**Q.** I have a crystal of HfN in which one vibration has been frozen in at several amplitudes. Before I trust such a table, I would like to predict its entries on paper. What am I looking at?

Zincblende-type HfN (F-43m, a = 4.867 Å when undisturbed) with one normal mode frozen into a fixed 4-atom cell. Ansatz 0.2.0, plane-wave PAW density functional theory, PBEsol, scalar-relativistic, no spin polarisation, cutoff 420 eV, k mesh 18×18×12, Gaussian smearing of 0.15 eV. Free energies are relative to the undisturbed cell; pressure is positive in compression.

```tsv
amplitude (Å of the largest displacement)	energy change (meV a cell)	force along mode (eV/Å)	pressure (GPa)
-0.3	957.5	6.639	-2.06
-0.15	231.1	3.123	-0.56
0	0.0	0.000	0.04
0.075	57.1	-1.530	-0.12
0.225	528.4	-4.823	-1.23
0.2625	725.9	-5.716	-1.63
```

**A.** Each row is a snapshot of the same motion, stopped at a different point. Hafnium moves along one cubic axis and nitrogen along another, 0.77 times as far, with the cell held fixed. The undisturbed crystal is cubic; in every other row the frozen motion has lowered the symmetry to an orthorhombic one. The amplitude $x$ is the displacement of hafnium, and the energy change $E$ is counted for the whole cell of two Hf and two N atoms. The force along the mode is $F=-dE/dx$, so it gathers the pushes on all four atoms and isn't the force on any single one.

**Q.** Do I need to treat positive and negative amplitudes separately?

**A.** No. The two directions are equivalent by symmetry, so the energy depends only on the size of $x$. That removes every odd power from its expansion and leaves $x^2$, then $x^4$, and so on. The first term alone makes the energy grow fourfold when the amplitude doubles, and from −0.15 to −0.3 Å the table shows slightly more than that.

**Q.** Where does the size of the first term come from, if I don't read it off the table?

**A.** From the wavenumber of the vibration and the atomic masses. A harmonic oscillator has the energy $\tfrac12 M\omega^2x^2$, where $\omega$ is its angular frequency and $M$ its effective mass. Each atom counts in $M$ with its mass times the square of its relative displacement:

$$M = 2\times178.5 + 2\times14.0\times0.77^2 \approx 374\ \text{amu}.$$

Nearly all of this is hafnium, so a rough guess of the nitrogen motion would do.

**Q.** And the conversion to electronvolts?

**A.** One number is worth keeping: a mass of 1 amu vibrating at 100 cm⁻¹ has a harmonic energy of 18.4 meV when displaced by 1 Å. Scale it by the mass and by the square of the wavenumber. A separate vibration calculation for the same crystal gives 121 cm⁻¹, hence

$$E \approx 18.4\ \text{meV}\times374\times1.21^2\,x^2 \approx 10.1\,x^2\ \text{eV},$$

with $x$ in Å.

**Q.** Let me try −0.15 Å. The square is 0.0225, so I get 227 meV. The table has 231.1 meV.

**A.** That is under 2 % too low, without any value from the table. The agreement doesn't test the density functional, because the wavenumber and the table describe the same calculated energy surface. What it does test is how far the harmonic curve can be followed. At −0.3 Å the same formula gives 909 meV, about 5 % below the calculated energy.

**Q.** So the crystal gets stiffer as I push. Why?

**A.** Look at the bonds. Every atom has four neighbours, and the motion mostly swings the bonds sideways, while two of them become somewhat shorter and two longer. A sideways displacement also lengthens a bond a little, as a taut string lengthens when its middle is pulled aside. The mean bond length therefore grows as $x^2$: by 0.008 Å at −0.15 Å and by 0.033 Å at −0.3 Å.

Stretching costs energy as the square of the extension, so an extension that grows as $x^2$ adds a term in $x^4$. This argument gives the right sign. The geometry is certain, but the calculation doesn't divide the energy among bonds and angles, so the share of this effect in the stiffening remains open. The crystal is also a metal, with no gap in any row, so its conduction electrons may contribute as well.

**Q.** How do I include it in the estimate?

**A.** With one more constant, taken from the row at 0.225 Å. That row gives 0.63 with the unrounded harmonic coefficient and 0.66 with 10.1, and I round it down to 0.6:

$$E \approx 10.1\,x^2\,(1+0.6\,x^2)\ \text{eV}.$$

Your first row now becomes 230 meV. For −0.3 Å the bracket is $1+0.6\times0.09=1.054$, and the energy is $0.909\times1.054=0.958$ eV, against 957.5 meV in the table. Neither of these rows was used to set the constant, but the close match at −0.3 Å owes something to rounding down: with 0.66 the energy there would be 0.963 eV and the force 6.78 eV/Å, about 2 % too high.

**Q.** Does the force need a third constant?

**A.** No, it follows by differentiation:

$$F \approx -20.2\,x\,(1+1.2\,x^2)\ \text{eV/Å}.$$

The correction in the bracket has doubled, because differentiating $x^4$ brings down a factor of 4 and differentiating $x^2$ only a factor of 2. The force therefore reveals a departure from harmonic behaviour earlier than the energy does. At −0.3 Å the harmonic force is 9 % too low, while the corrected formula gives 6.71 eV/Å, about 1 % above the calculated force.

**Q.** When may I leave the correction out?

**A.** That depends on what you want. If 5 % is good enough, the plain harmonic formula serves up to about 0.29 Å for the energy, but only to about 0.20 Å for the force. With the correction, the energy agrees within half a percent and the force within about 1 % in every displaced row, as the output after this text shows.

**Q.** Can I then carry the corrected formula on to 0.5 Å?

**A.** I wouldn't. If the $x^4$ term were the whole story, each row would yield the same hardening constant. Instead, worked out with the unrounded harmonic coefficient, it falls from 0.68 at −0.15 Å to 0.57 at −0.3 Å, so higher powers are already at work. The row at 0.075 Å needs one more digit than the table prints, because the rounding of its small energy alone can shift its constant by more than that fall; with the 0.05715 eV of the calculation its constant comes out larger than at −0.15 Å and continues the trend. The corrected force is slightly too large at the end of the range for the same reason, and no row shows how fast that error grows farther out.

**Q.** What about the pressure?

**A.** It also starts as $x^2$, since both directions of motion must give the same value. Using the row at 0.225 Å once more, I get a drop of about $25\,x^2$ GPa from the undisturbed cell. At −0.3 Å this predicts −2.2 GPa where the table has −2.06 GPa, so the estimate is rougher than that for the energy.

The negative sign means that the cell, if released, would tend to shrink in volume. It doesn't mean that it would shrink in every direction. In the same calculation at −0.3 Å, the stress is compressive along the axis on which no atom moves and tensile along the other two, and the table prints only the average.

**Q.** Would the recipe work for a crystal that is about to distort?

**A.** The form would, provided the two directions of motion are again equivalent, but the roles of the terms would change. In such a soft-mode crystal the $x^2$ coefficient is negative and the wavenumber imaginary, so the energy first falls. The $x^4$ term is then no small correction: if positive, it stops the fall and sets the depth of the well. Here the energy rises from the first step, which shows stability against this one pattern only. The zincblende form is in any case hypothetical, as HfN normally adopts the rocksalt structure, for which these constants weren't determined.

**Q.** What should I write on the card above my desk?

**A.** Get the curvature from the wavenumber and the masses, and the hardening from one calculation at a larger amplitude. Check that $+x$ and $-x$ are equivalent, since otherwise an $x^3$ term comes first. If they are, double the relative correction when you go from energy to force, and stop at the largest amplitude you have checked.

The analysis program printed:

```
Effective mass of the pattern in amu: 373.6
Share of Hf in the effective mass in percent: 95.55
Harmonic energy in meV for 1 amu and 1 Å at 100 per cm: 18.39
Harmonic coefficient from wavenumber and masses in eV per Å2: 10.12
Hardening constant from the row 0.225 in 1 per Å2: 0.6276
Pressure drop constant from the row 0.225 in GPa per Å2: 25.09
Amplitude in Å where hardening adds 5 percent to the harmonic energy: 0.2887
Amplitude in Å where hardening adds 5 percent to the harmonic force: 0.2041
Energy by hand in meV and misses in percent of the computed value:
     row  harmonic  corrected  harmonic miss  corrected miss
    -0.3       909      958.1         -5.065          0.0612
   -0.15     227.2      230.3         -1.666         -0.3384
     0.0         0          0              0               0
   0.075     56.81         57        -0.5035         -0.1677
   0.225     511.3      526.8         -3.234         -0.2945
  0.2625       696      724.7         -4.125         -0.1617
Force by hand in eV per Å and misses in percent of the computed value:
     row  harmonic  corrected  harmonic miss  corrected miss
    -0.3      6.06      6.714         -8.721           1.137
   -0.15      3.03      3.112         -2.978         -0.3583
     0.0         0          0              0               0
   0.075    -1.515     -1.525        -0.9804          -0.312
   0.225    -4.545     -4.821         -5.764        -0.03921
  0.2625    -5.303     -5.741         -7.234          0.4365
Pressure by hand in GPa and bonds in Å and hardening constant (0 is a filler in the undisturbed row):
     row  pressure rule  pressure miss  short bond  long bond  mean stretch  hardening
    -0.3          -2.21          -0.15       2.102       2.18        0.0334     0.5742
   -0.15        -0.5225         0.0375       2.096      2.136      0.008398      0.681
     0.0           0.04              0       2.107      2.107             0          0
   0.075        -0.1006        0.01938         2.1      2.119      0.002103     0.6151
   0.225         -1.226       0.004375       2.097      2.156       0.01885     0.6276
  0.2625         -1.683       -0.05266       2.099      2.167       0.02562     0.6004
```
